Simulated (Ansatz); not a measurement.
# Zone-centre phonons of CaF2 at 5 GPa: input and output

These are results of Ansatz, DFT PBEsol, scalar-relativistic, plane waves, PAW, not measurements.

Launched with:
```bash
ansatz run input.yaml --threads 1 --pin off --max-ram 3072MiB --backend cpu --events-out ev --progress --plain --runs-dir out
```

Input (bare energies are in eV):
```yaml
crystal:
  lattice:
    - [0.0, 2.664251896, 2.664251896]
    - [2.664251896, 0.0, 2.664251896]
    - [2.664251896, 2.664251896, 0.0]
  atoms:
    - { symbol: Ca, position: [0.0, 0.0, 0.0] }
    - { symbol: F, position: [0.25, 0.25, 0.25] }
    - { symbol: F, position: [0.75, 0.75, 0.75] }
basis:
  ecutwfc: 420
kpoints:
  mp_grid: { grid: [8, 8, 8] }
hamiltonian:
  xc: pbesol
scf:
  occupations: { method: fixed }
output:
  eigenvalues: true
phonons:
  method: dfpt
  dielectric: true
  rigid_motions: translations
  eigenvectors: true
```

The end of the output:
```
--- Phonons (Γ-DFPT): 2 representative perturbations + reference, on 95 of 512 k-points (Σ response iterations 8) ---
  k mesh reduced under 4 symmetry operations, with k and −k counted as one. Each operation leaves every solved perturbation unchanged. A smaller set is not considered because the run solves the response ...
  ASR residual: 9.844e-5 → 0.000e0 eV/Å²; symmetrization residual: 6.977e-7 eV/Å²
  ASR residual per site (eV/Å²): 1.76e-5 9.84e-5 9.84e-5
  Γ frequencies (cm⁻¹): 0.00 0.00 0.00 284.51 284.51 284.51 346.00 346.00 346.00
  ε∞ (high-frequency dielectric tensor):
        2.359575    -0.000000    -0.000000
        0.000000     2.359575     0.000000
       -0.000000     0.000000     2.359575
  ε⁰ (static dielectric tensor: ions relaxed, cell fixed):
        7.054468    -0.000000     0.000000
       -0.000000     7.054468    -0.000000
        0.000000    -0.000000     7.054468
  ε⁰ − ε∞ (ionic part):
        4.694893    -0.000000     0.000000
       -0.000000     4.694893    -0.000000
        0.000000    -0.000000     4.694893
  softest optical mode at Γ: 284.51 cm⁻¹; the repairs (sum rule, projections) moved no ω² at Γ by more than (1.22 cm⁻¹)²
  Born effective charges Z* (e; rows j = field, columns β = displacement):
    site 0:
         2.38697    0.00000    0.00000
        -0.00000    2.38697   -0.00000
         0.00000    0.00000    2.38697
    site 1:
        -1.19349   -0.00000    0.00000
         0.00000   -1.19349    0.00000
         0.00000   -0.00000   -1.19349
    site 2:
        -1.19349   -0.00000   -0.00000
         0.00000   -1.19349    0.00000
         0.00000   -0.00000   -1.19349
  Z* charge neutrality: 1.449e-5 e pre-enforcement
  k-mesh period / interband length: 30.1 Å / 0.86 Å = 35.08 at k = (0.0000, 0.0000, 0.0000), direct gap 7.823 eV — 14 or more, which is no proof of convergence
  optical modes at Γ without the LO–TO term, one row a degenerate level:
      ω (cm⁻¹) modes IR ((D/Å)²/amu)
        284.51      3            20.2179
        346.00      3             0.0000
  optical modes at Γ + LO–TO along q̂ = [1.0000, 0.0000, 0.0000]:
      ω (cm⁻¹) modes IR ((D/Å)²/amu)
        284.51      2            13.4786
        346.00      3             0.0000
        491.94      1             6.7393
  optical modes at Γ + LO–TO along q̂ = [0.0000, 1.0000, 0.0000]:
      ω (cm⁻¹) modes IR ((D/Å)²/amu)
        284.51      2            13.4786
        346.00      3             0.0000
        491.94      1             6.7393
  optical modes at Γ + LO–TO along q̂ = [0.0000, 0.0000, 1.0000]:
      ω (cm⁻¹) modes IR ((D/Å)²/amu)
        284.51      2            13.4786
        346.00      3             0.0000
        491.94      1             6.7393
```

The run took 30 s on 1 thread of Arm Neoverse V1, on a shared host, peak memory 0.49 GiB.